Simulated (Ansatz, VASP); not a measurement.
Two plane-wave programs on SiC

INCAR

```
  PREC = Accurate
  ENCUT = 520
  EDIFF = 1E-6
  ISMEAR = 0
  SIGMA = 0.05
  LREAL = F
  LASPH = T
  NELM = 60
  ALGO = Normal
  ISIF = 2
  LWAVE = F
  LCHARG = T
  GGA = PS
  LELF = T
  LVHAR = T
  NBANDS = 26
```

The input KPOINTS:

```
regular mesh
0
Gamma
  12 12 4
```

The input POSCAR:

```
SiC
1.0
    2.8626000000      0.0000000000      0.0000000000
   -1.4313000000      2.4790843209      0.0000000000
    0.0000000000      0.0000000000     10.8819000000
Si C
4 4
Direct
    0.6666666667      0.3333333333      0.9378278494
    0.3333333333      0.6666666667      0.4378278494
    0.0000000000      0.0000000000      0.6878973398
    0.0000000000      0.0000000000      0.1878973398
    0.6666666667      0.3333333333      0.7498191768
    0.3333333333      0.6666666667      0.2498191768
    0.0000000000      0.0000000000      0.5004546340
    0.0000000000      0.0000000000      0.0004546340
```

Input for Ansatz:

```yaml
crystal:
  lattice:
    - [2.8626, 0.0, 0.0]
    - [-1.4313, 2.4790843209, 0.0]
    - [0.0, 0.0, 10.8819]
  atoms:
    - { symbol: Si, position: [0.6666666667, 0.3333333333, 0.9378278494] }
    - { symbol: Si, position: [0.3333333333, 0.6666666667, 0.4378278494] }
    - { symbol: Si, position: [0.0, 0.0, 0.6878973398] }
    - { symbol: Si, position: [0.0, 0.0, 0.1878973398] }
    - { symbol: C, position: [0.6666666667, 0.3333333333, 0.7498191768] }
    - { symbol: C, position: [0.3333333333, 0.6666666667, 0.2498191768] }
    - { symbol: C, position: [0.0, 0.0, 0.500454634] }
    - { symbol: C, position: [0.0, 0.0, 0.000454634] }
basis:
  ecutwfc: 520.0
kpoints:
  mp_grid: { grid: [12, 12, 4] }
hamiltonian:
  xc: pbesol
  pseudopotentials: { kind: paw, azcp: { folder: soft_1 } }
scf:
  occupations: { method: gaussian, width: 0.05 }
output:
  forces: true
  stress: true
  eigenvalues: true
```

Alike in both runs: task single point; functional PBEsol; k mesh 12 × 12 × 4; occupations gaussian, width 0.05 eV; no spin polarisation.

|  | VASP | Ansatz |
| --- | --- | --- |
| version | VASP 6.6.1 | Ansatz 0.2.0 |
| potentials or method | VASP PAW PBE potentials, release 64 (Si, C) | scalar-relativistic, plane waves, PAW |
| plane-wave cutoff (eV) | 520 | 520 |
| valence electrons in the cell | 32 | 32 |

```csv
,VASP,Ansatz,Ansatz less VASP
gap on the k mesh at the Fermi level (eV),1.10,1.11,+0.016
least direct gap on the mesh (eV),2.69,2.71,+0.023
pressure (GPa),25.2,24.8,-0.40
largest component of the traceless stress (GPa),59.13,58.67,-0.462
rms of the force components (eV/Å),0.669,0.659,-0.0100
```

Atom by atom the forces differ by 0.010 eV/Å (rms over components). With one functional, cell and mesh, what is left measures potentials, basis and numerics. Ansatz warned: «pseudo_functional_mismatch».

Caveats: so large a pressure means that the cell lies far from this level's equilibrium, or that cutoff or potentials fall short (VASP); the potentials were made for another functional, which shifts forces and pressure (VASP). PBEsol gaps usually lie below the measured ones, often by a third to a half. A k mesh can miss the band edges.
